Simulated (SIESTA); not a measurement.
Runs of SIESTA 5.4.2 on CoO. Symmetry: Fm-3m, No. 225, cubic system. Conventional cell: a = 4.263 Å, b = 4.263 Å, c = 4.263 Å, α = 90.00°, β = 90.00°, γ = 90.00°. Co (site symmetry m-3m) is surrounded by 6 O at 2.13 Å. O (site symmetry m-3m) has 6 Co at 2.13 Å as nearest neighbours. 

| task | level | potentials or basis | cell | k mesh | optimiser | force tolerance | stress tolerance (GPa) | broadening (eV) | window from (eV) | energy shift | gap on the mesh (eV) | pressure (GPa) | moment (μB) |
| --- | --- | --- | --- | --- | --- | --- | --- | --- | --- | --- | --- | --- | --- |
| single point | LDA | PseudoDojo 0.4 standard (LDA files), TZP (energy shift 0.002 Ry) | as given | 8 × 8 × 8 | - | - | - | - | - | 0.002 Ry | none | -19.3 | 2.84 |
| band structure | LDA | PseudoDojo 0.4 standard (LDA files), DZP (energy shift 0.002 Ry) | as given | 11 × 11 × 11 | - | - | - | - | - | 0.002 Ry | none | -18.7 | 2.84 |
| relaxation of cell and atoms | PBEsol | PseudoDojo 0.4 standard (PBEsol files), DZP (energy shift 0.003 Ry; two zetas on semicore shells) | relaxed | 8 × 8 × 8 | Broyden | 0.01 eV/Å | 0.05 | - | - | 0.003 Ry | none | 0.0 | 2.84 |
| density of states | PBEsol | PseudoDojo 0.4 standard (PBEsol files), TZP (energy shift 0.002 Ry) | as given | 8 × 8 × 8 | - | - | - | 0.2 eV | -10 eV | 0.002 Ry | none | -10.8 | 2.95 |
| single point | PBE | PseudoDojo 0.4 standard (PBE files), DZP (energy shift 0.002 Ry) | as given | 8 × 8 × 8 | - | - | - | - | - | 0.002 Ry | none | (b) | 2.97 |
| band structure | PBE | PseudoDojo 0.4 standard (PBE files), DZ (energy shift 0.002 Ry) | as given | 11 × 11 × 11 | - | - | - | - | - | 0.002 Ry | none | -3.7 | 2.98 |
| single point | PBE | PseudoDojo 0.4 standard (PBE files), DZP (energy shift 0.003 Ry; two zetas on semicore shells) | as given | 11 × 11 × 11 | - | - | - | - | - | 0.003 Ry | none | -0.7 | 2.98 |
| single point | PBE | PseudoDojo 0.4 standard (PBE files), DZP (energy shift 0.002 Ry) | as given | 11 × 11 × 11 | - | - | - | - | - | 0.002 Ry | none | (c) | 2.98 |
| density of states | PBEsol | PseudoDojo 0.4 standard (PBEsol files), DZP (energy shift 0.002 Ry) | as given | 8 × 8 × 8 | - | - | - | 0.1 eV | -15 eV | 0.002 Ry | none | -10.2 | 2.95 |
| band structure | AM05 | PseudoDojo 0.4 standard (PBEsol files), DZP (energy shift 0.002 Ry) | as given | 11 × 11 × 11 | - | - | - | - | - | 0.002 Ry | none | -10.4 | (a) |

Alike in all rows: spin collinear, ferromagnetic start; smearing fermi-dirac 0.05 eV; grid cutoff 800 Ry.

Problem. Estimate the missing entries.

Solution. (a) 2.94; (b) -0.9; (c) -0.8.

Caveats: the basis of atomic orbitals isn't converged, which shifts pressures, moduli and gaps; a cell with one magnetic atom can't hold antiferromagnetic order, which such compounds often take; semilocal functionals often make such compounds metallic where correlation or magnetic order opens a gap, which also shifts bond lengths; semicore shells carry a single zeta, which can move pressures by several GPa and volumes by a few percent (some runs); so large a pressure means that the cell lies far from this level's equilibrium, or that cutoff or potentials fall short (some runs); short orbitals over semicore shells can move pressures by several GPa (some runs); the basis has no polarisation orbitals (some runs).

A k mesh can miss the band edges.

A gap of «none» marks a metal or a gap under the smearing width.

Not every run made on this cell is shown here.
